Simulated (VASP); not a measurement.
Crystal: ZnO (zincite).

```
CELL_PARAMETERS angstrom
3.24931 0.00000 0.00000
-1.62465 2.81398 0.00000
0.00000 0.00000 5.20571
ATOMIC_POSITIONS crystal
Zn 0.33333 0.66667 0.50000
Zn 0.66667 0.33333 0.00000
O 0.66667 0.33333 0.37901
O 0.33333 0.66667 0.87901
```

Base run:

```yaml
Program: VASP 6.6.1
Functional: r2SCAN
Potentials_or_basis: VASP PAW PBE potentials, release 64 (Zn, O)
Cutoff: 520 eV
k_mesh: 8 × 8 × 5
Occupations: fermi-dirac, width 0.02 eV
Spin: no spin polarisation
```

Its results: band gap on the k mesh 1.23 eV, direct; pressure -0.1 GPa; largest force 0.086 eV/Å.

The run is repeated on the same cell with these changes: functional from r2SCAN to PBE. What comes out?

Band gap on the k mesh 0.79 eV, direct; pressure 6.0 GPa; largest force 0.074 eV/Å.

r2SCAN gives the wider gap, since meta-GGAs in the generalised Kohn-Sham scheme recover part of the derivative discontinuity.

Caveats: the PAW data sets were made with another functional, which shifts forces and pressure a little (some runs).

